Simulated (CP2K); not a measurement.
Crystal: AlO.

```
CELL_PARAMETERS angstrom
2.76919 0.00000 0.00000
0.00000 2.76919 0.00000
0.00000 0.00000 2.76919
ATOMIC_POSITIONS crystal
Al 0.50000 0.50000 0.50000
O 0.00000 0.00000 0.00000
```

The cell was built by a generator and needn't be a form met in nature.

Base run:

| Property | Result |
| --- | --- |
| Program | CP2K 2026.2 |
| Functional | RPBE |
| Dispersion | D3(BJ)+ATM |
| Potentials or basis | POTENTIAL_UZH Al GTH-PBE-q3, O GTH-PBE-q6; TZVP-MOLOPT-PBE-GTH basis |
| Density cutoff | 8163 eV |
| k mesh | 10 × 10 × 10 |
| Occupations | fermi-dirac, width 0.05 eV |
| Spin | no spin polarisation |

Its results: band gap on the k mesh none (metal or under the smearing width); pressure -15.7 GPa.

The run is repeated on the same cell with these changes: dispersion from D3(BJ)+ATM to D3. What comes out?

Band gap on the k mesh none (metal or under the smearing width); pressure -0.6 GPa.

Caveats: the potentials were made for another functional, which shifts forces and pressure; the basis of atomic orbitals isn't converged, which shifts pressures, moduli and gaps; an odd number of electrons without spin polarisation forces a metal; a magnetic or distorted state may lie lower; pairwise dispersion overbinds metals, which lowers pressure and volume.
